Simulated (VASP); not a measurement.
# N (Fm-3m) in VASP: further runs

One crystal, N, is run at these levels: PBE; tasks: single point.

All numbers are computed with VASP 6.6.1; they aren't measurements. Logs are shortened: lines on timing, memory, paths and dates and some standing lists are left out, and cuts for length are marked.

### Step 1. The cell of the first run

The structure is cubic, space group Fm-3m (No. 225). The conventional cell has a = 3.136 Å, b = 3.136 Å, c = 3.136 Å, α = 90.00°, β = 90.00°, γ = 90.00°. Around N (site symmetry m-3m) lie 12 N at 2.22 Å.

The real solid is made of molecules; this cell is a model form.

### Step 2. Single point, PBE (strained and moved within the space group)

INCAR reads:

```
PREC = Accurate
ENCUT = 520
EDIFF = 1E-6
ISMEAR = 0
SIGMA = 0.1
LREAL = False
LASPH = True
NELM = 60
ALGO = Fast
ISIF = 2
LWAVE = False
LCHARG = False
GGA = PE
NBANDS = 8
```

KPOINTS reads:

```
Automatic mesh
0
Gamma
  22 22 22
```

POSCAR reads:

```
N
1.0
    0.0000000000      1.5679171922      1.5679171922
    1.5679171922      0.0000000000      1.5679171922
    1.5679171922      1.5679171922      0.0000000000
N
1
Direct
    0.0000000000      0.0000000000      0.0000000000
```

Potentials or basis: VASP PAW PBE potentials, release 64 (N).

The run is started by

```bash
$ cat potpaw_PBE.64/N/POTCAR > POTCAR
$ mpirun -np 1 vasp_std > vasp.out
```

OUTCAR:

```text
PREC = Accurate
   ENCUT = 520
   EDIFF = 1E-6
   ISMEAR = 0
   LREAL = False
   LASPH = True
   NELM = 60
   ISIF = 2
   GGA = PE

 ion  position               nearest neighbor table
   1  0.000  0.000  0.000-

  LATTYP: Found a face centered cubic cell.
 ALAT       =     3.1358343844

  Lattice vectors:

 A1 = (   0.0000000000,   1.5679171922,   1.5679171922)
 A2 = (   1.5679171922,   0.0000000000,   1.5679171922)
 A3 = (   1.5679171922,   1.5679171922,   0.0000000000)

Analysis of symmetry for initial positions (statically):
=====================================================================
 Subroutine PRICEL returns:
 Original cell was already a primitive cell.

 Routine SETGRP: Setting up the symmetry group for a
 face centered cubic supercell.

 Subroutine GETGRP returns: Found 48 space group operations
 (whereof 48 operations were pure point group operations)
 out of a pool of 48 trial point group operations.

The static configuration has the point symmetry O_h .

Analysis of symmetry for dynamics (positions and initial velocities):
=====================================================================
 Subroutine PRICEL returns:
 Original cell was already a primitive cell.

 Routine SETGRP: Setting up the symmetry group for a
 face centered cubic supercell.

 Subroutine GETGRP returns: Found 48 space group operations
 (whereof 48 operations were pure point group operations)
 out of a pool of 48 trial point group operations.

The dynamic configuration has the point symmetry O_h .

 Subroutine INISYM returns: Found 48 space group operations
 (whereof 48 operations are pure point group operations),
 and found     1 'primitive' translations

----------------------------------------------------------------------------------------

                                     Primitive cell

  volume of cell :       7.7090

  direct lattice vectors                    reciprocal lattice vectors
     0.000000000  1.567917192  1.567917192    -0.318894392  0.318894392  0.318894392
     1.567917192  0.000000000  1.567917192     0.318894392 -0.318894392  0.318894392
     1.567917192  1.567917192  0.000000000     0.318894392  0.318894392 -0.318894392

  length of vectors
     2.217369758  2.217369758  2.217369758     0.552341290  0.552341290  0.552341290

  position of ions in fractional coordinates (direct lattice)
     0.000000000  0.000000000  0.000000000

  ion indices of the primitive-cell ions
   primitive index   ion index
                 1           1

----------------------------------------------------------------------------------------

 KPOINTS: Automatic mesh

Automatic generation of k-mesh.
 Grid dimensions read from file:
 generate k-points for:   22   22   22

 Generating k-lattice:

  Cartesian coordinates                     Fractional coordinates (reciprocal lattice)
    -0.014495200  0.014495200  0.014495200     0.045454545  0.000000000  0.000000000
     0.014495200 -0.014495200  0.014495200     0.000000000  0.045454545  0.000000000
     0.014495200  0.014495200 -0.014495200     0.000000000  0.000000000  0.045454545

  Length of vectors
     0.025106422  0.025106422  0.025106422

  Shift w.r.t. Gamma in fractional coordinates (k-lattice)
     0.000000000  0.000000000  0.000000000

 Subroutine IBZKPT returns following result:
 ===========================================

 Found    328 irreducible k-points:

 Following reciprocal coordinates:
            Coordinates               Weight
  0.000000  0.000000  0.000000      1.000000
  0.045455  0.000000  0.000000      8.000000
  0.090909  0.000000  0.000000      8.000000
  0.136364  0.000000  0.000000      8.000000
  0.181818  0.000000  0.000000      8.000000
  0.227273  0.000000  0.000000      8.000000
[... 16 lines left out ...]
  0.500000  0.045455  0.000000     24.000000
 -0.454545  0.045455  0.000000     24.000000
 [... further k-points ...]
   k-points           NKPTS =    328   k-points in BZ     NKDIM =    328   number of bands    NBANDS=      8
   number of dos      NEDOS =    301   number of ions     NIONS =      1
   total plane-waves  NPLWV =   4096
   dimension x,y,z NGX =    16 NGY =   16 NGZ =   16
   dimension x,y,z NGXF=    32 NGYF=   32 NGZF=   32
   ions per type =               1
   NGX,Y,Z   is equivalent  to a cutoff of  12.00, 12.00, 12.00 a.u.
   NGXF,Y,Z  is equivalent  to a cutoff of  23.99, 23.99, 23.99 a.u.
 SYSTEM =  unknown system
   PREC   = accura    normal or accurate (medium, high low for compatibility)
   ISTART =      0    job   : 0-new  1-cont  2-samecut
   ICHARG =      2    charge: 1-file 2-atom 10-const
   ISPIN  =      1    spin polarized calculation?
   LNONCOLLINEAR =      F non collinear calculations
   LSORBIT =      F    spin-orbit coupling
   LASPH  =      T    aspherical Exc in radial PAW
   ENCUT  =  520.0 eV  38.22 Ry    6.18 a.u.   4.12  4.12  4.12*2*pi/ulx,y,z
   NELM   =     60;   NELMIN=  2; NELMDL= -5     # of ELM steps
   EDIFF  = 0.1E-05   stopping-criterion for ELM
   LREAL  =      F    real-space projection
   EDIFFG = 0.1E-04   stopping-criterion for IOM
   NSW    =      0    number of steps for IOM
   IBRION =     -1    ionic relax: 0-MD 1-quasi-New 2-CG
   NFREE  =      0    steps in history (QN), initial steepest desc. (CG)
   ISIF   =      2    stress and relaxation
   ISYM   =      2    0-nonsym 1-usesym 2-fastsym
   POTIM  = 0.5000    time-step for ionic-motion
   TEBEG  =    0.0;   TEEND  =   0.0 temperature during run
   PSTRESS=    0.0 pullay stress
   NELECT =       5.0000    total number of electrons
   NUPDOWN=      -1.0000    fix difference up-down
   EMIN   =  10.00;   EMAX   =-10.00  energy-range for DOS
   EFERMI =   0.00;   METHOD = LEGACY
   ISMEAR =     0;   SIGMA  =   0.10  broadening in eV -4-tet -1-fermi 0-gaus
   EFERMI_NEDOS =   21; number of points for ismear=-14 and -15
   IALGO  =     68    algorithm
   IMIX   =      4    mixing-type and parameters
     AMIX     =   0.40;   BMIX     =  1.00
     AMIX_MAG =   1.60;   BMIX_MAG =  1.00
  volume/ion in A,a.u.               =       7.71        52.02
  Fermi-wavevector in a.u.,A,eV,Ry     =   1.417093  2.677918 27.322578  2.008153
  Thomas-Fermi vector in A             =   2.538359
   LORBIT       =      0    0 simple, 1 ext, 2 COOP (PROOUT), +10 PAW based schemes
   GGA     = PE    functional components
   LHFCALC =     F    Hartree Fock is set to
   AEXX    =    0.0000 exact exchange contribution
   IVDW    =     0    specifies the selected vdW correction
   LEPSILON=     F    determine dielectric tensor
   LRPA    =     F    only Hartree local field effects (RPA)
 non-spin polarized calculation
 RMM-DIIS sequential band-by-band and
 Gauss-broadening in eV      SIGMA  =   0.10
  energy-cutoff  :      520.00
  volume of cell :        7.71
 maximum number of plane-waves:       216
   NGX =  9   NGY =  9   NGZ =  9

 number of electron       5.0000000 magnetization

 Free energy of the ion-electron system (eV)
  ---------------------------------------------------
  ext. energy  EPLUGINS =         0.00000000
  ---------------------------------------------------
  free energy    TOTEN  =        -3.83962723 eV

  energy without entropy =       -3.83594119  energy(sigma->0) =       -3.83778421

 E-fermi :   5.1333     XC(G=0): -12.5001

 val. band max:        5.1184826014   @ k =   0.5000   0.4545   0.0455
 cond. band min:       5.1352874237   @ k =   0.2727   0.2273   0.0000
 fundamental gap:      0.0168048223
 Fermi energy:         5.1332984029

 k-point     1 :       0.0000    0.0000    0.0000
  band No.  band energies     occupation
      1     -14.6994      2.00000
      2       9.0457      0.00000
      3       9.0457      0.00000
      4       9.0457      0.00000
      5      28.0603      0.00000
      6      36.7708      0.00000
      7      36.7708      0.00000
      8      36.7708      0.00000

 k-point     2 :       0.0455    0.0000    0.0000
  band No.  band energies     occupation
      1     -14.6256      2.00000
      2       8.8480      0.00000
      3       9.0194      0.00000
      4       9.0194      0.00000
      5      28.1317      0.00000
      6      35.8849      0.00000
      7      36.8654      0.00000
      8      36.8654      0.00000

 k-point     3 :       0.0909    0.0000    0.0000
  band No.  band energies     occupation
      1     -14.4053      2.00000
      2       8.2691      0.00000
      3       8.9432      0.00000
      4       8.9432      0.00000
      5      28.3277      0.00000
      6      34.3144      0.00000
      7      37.1114      0.00000
      8      37.1114      0.00000

 k-point     4 :       0.1364    0.0000    0.0000
  band No.  band energies     occupation
      1     -14.0396      2.00000
      2       7.3534      0.00000
      3       8.8261      0.00000
      4       8.8261      0.00000
      5      28.5900      0.00000
      6      32.8506      0.00000
      7      37.3786      0.00000
      8      37.3786      0.00000

 k-point     5 :       0.1818    0.0000    0.0000
  band No.  band energies     occupation
      1     -13.5326      2.00000
      2       6.1637      0.00000
      3       8.6800      0.00000
      4       8.6800      0.00000
      5      28.7988      0.00000
      6      31.7317      0.00000
      7      37.4347      0.00000
      8      37.4347      0.00000
[... 177 lines left out ...]
 k-point    22 :       0.4545    0.0455    0.0000
  band No.  band energies     occupation
      1      -8.6928      2.00000
      2      -1.9781      2.00000
      3       7.8221      0.00000
      4       7.8254      0.00000
      5      27.2700      0.00000
      6      30.9162      0.00000
      7      34.4988      0.00000
      8      34.7564      0.00000

 k-point    23 :       0.5000    0.0455    0.0000
  band No.  band energies     occupation
      1      -8.1433      2.00000
      2      -2.6805      2.00000
      3       7.7358      0.00000
      4       7.8408      0.00000
      5      27.1904      0.00000
      6      30.8908      0.00000
      7      34.4577      0.00000
      8      34.5459      0.00000

 k-point    24 :      -0.4545    0.0455    0.0000
  band No.  band energies     occupation
      1      -8.2650      2.00000
      2      -2.5279      2.00000
      3       7.6912      0.00000
      4       7.8985      0.00000
      5      27.2128      0.00000
      6      30.9145      0.00000
      7      34.4946      0.00000
      8      34.5274      0.00000

 [... further k-points ...]
[... 5 lines left out ...]
  --------------------------------------------------------------------------------------
  -------------------------------------------------------------------------------------
  Total       -0.1318250     -0.1318250     -0.1318250     -0.0000000     -0.0000000      0.0000000
  in kB      -27.3973804    -27.3973804    -27.3973804     -0.0000000     -0.0000000      0.0000000
  external PRESSURE =     -27.3973804 kB  Pullay stress =       0.0000000 kB

 VOLUME and BASIS-vectors are now :
 -----------------------------------------------------------------------------
  energy-cutoff  :      520.00
  volume of cell :        7.71
      direct lattice vectors                 reciprocal lattice vectors
     0.000000000  1.567917192  1.567917192    -0.318894392  0.318894392  0.318894392
     1.567917192  0.000000000  1.567917192     0.318894392 -0.318894392  0.318894392
     1.567917192  1.567917192  0.000000000     0.318894392  0.318894392 -0.318894392

 POSITION                                       TOTAL-FORCE (eV/Angst)
 -----------------------------------------------------------------------------------
      0.00000      0.00000      0.00000         0.000000      0.000000     -0.000000
 -----------------------------------------------------------------------------------
    total drift:                                0.000000      0.000000     -0.000000

  FREE ENERGIE OF THE ION-ELECTRON SYSTEM (eV)
  ---------------------------------------------------
  free  energy   TOTEN  =        -3.8396272329 eV

  energy  without entropy=       -3.8359411949  energy(sigma->0) =       -3.83778421
```

Run time: 6.5 s. Hardware: 1 thread of AMD EPYC 9R45 (Zen 5), shared host; peak memory 0.09 GiB.

What came out:

| Item | Value |
| --- | --- |
| Free energy | -3.8396 eV |
| Pressure | -2.7 GPa |
| Band gap on the k mesh | none (metal or under the smearing width) |

Levels at points of the mesh, in eV from the Fermi level:
| k point | band 1 | band 2 | band 3 | band 4 | band 5 |
| --- | --- | --- | --- | --- | --- |
| (0.00, 0.00, 0.00) | -19.83 | 3.91 | 3.91 | 3.91 | 22.93 |
| (0.50, 0.00, 0.00) | -13.29 | -7.93 | 2.77 | 2.77 | 21.91 |
| (0.50, 0.50, 0.00) | -10.86 | -6.51 | 0.14 | 0.14 | 15.02 |

### Step 3. Single point, PBE (strained and moved within the space group)

INCAR reads:

```
SYSTEM = N
ALGO = Normal ; EDIFF = 1E-7
ENCUT = 520 ; GGA = PE
ISIF = 2 ; ISMEAR = 0
LASPH = .TRUE. ; LCHARG = .FALSE.
LREAL = .FALSE. ; LWAVE = .FALSE.
NBANDS = 8 ; NELM = 60
PREC = Accurate ; SIGMA = 0.1
```

KPOINTS reads:

```
k-points
0
G
  22 22 22
  0 0 0
```

POSCAR reads:

```
N
1.0
    0.0000000000      1.6079433020      1.6079433020
    1.6079433020      0.0000000000      1.6079433020
    1.6079433020      1.6079433020      0.0000000000
N
1
Direct
    0.0000000000      0.0000000000      0.0000000000
```

Potentials or basis: VASP PAW PBE potentials, release 64 (N).

The run is started by

```bash
$ cat potpaw_PBE.64/N/POTCAR > POTCAR
$ mpirun -np 1 vasp_std > vasp.out
```

Run time: 10 s. Hardware: 1 thread of AMD EPYC 9R45 (Zen 5), shared host; peak memory 0.09 GiB.

Results (log left out):

| Quantity | Value |
| --- | --- |
| Free energy | -3.8085 eV |
| Pressure | -13.6 GPa |
| Band gap on the k mesh | none (metal or under the smearing width) |

Levels at points of the mesh, in eV from the Fermi level:
```tsv
k point	band 1	band 2	band 3	band 4	band 5
(0.00, 0.00, 0.00)	-18.95	3.55	3.55	3.55	21.20
(0.50, 0.00, 0.00)	-13.07	-7.24	2.52	2.52	20.92
(0.50, 0.50, 0.00)	-10.93	-5.94	0.14	0.14	14.74
```

### Step 4. Single point, PBE (N replaced by Sb, lengths x 1.575, strained and moved within the space group)

INCAR reads:

```
SYSTEM = Sb
PREC = Accurate
ENCUT = 520
EDIFF = 1E-7
ISMEAR = 0
SIGMA = 0.1
LREAL = .FALSE.
LASPH = .TRUE.
NELM = 80
ALGO = Fast
ISIF = 2
LWAVE = .FALSE.
LCHARG = .FALSE.
GGA = PE
NBANDS = 8
```

KPOINTS reads:

```
Automatic mesh
0
G
  6 6 6
  0 0 0
```

POSCAR reads:

```
Sb
1.0
    0.0000000000      2.4411474328      2.4411474328
    2.4411474328      0.0000000000      2.4411474328
    2.4411474328      2.4411474328      0.0000000000
Sb
1
Direct
    0.0000000000      0.0000000000      0.0000000000
```

Potentials or basis: VASP PAW PBE potentials, release 64 (Sb).

The run is started by

```bash
$ cat potpaw_PBE.64/Sb/POTCAR > POTCAR
$ mpirun -np 1 vasp_std > vasp.out
```

It took 3.6 s on 1 thread of AMD EPYC 9R45 (Zen 5), shared host; peak memory 0.12 GiB.

The run converged. Its results:

| Property | Result |
| --- | --- |
| Free energy | -3.8436 eV |
| Pressure | -2.9 GPa |
| Band gap on the k mesh | none (metal or under the smearing width) |

Levels at points of the mesh, in eV from the Fermi level:
```csv
k point,band 1,band 2,band 3,band 4,band 5,band 6,band 7
"(0.00, 0.00, 0.00)",-12.57,4.54,4.54,4.54,9.48,9.48,9.48
"(0.50, 0.00, 0.00)",-9.24,-5.56,3.04,3.04,7.48,8.68,8.68
"(0.50, 0.50, 0.00)",-7.83,-4.74,0.13,0.13,3.87,4.42,16.83
```

Caveat: the k mesh is coarse (spacing up to 0.37 Å⁻¹), so the values aren't converged.

[end of part 1 of 2]
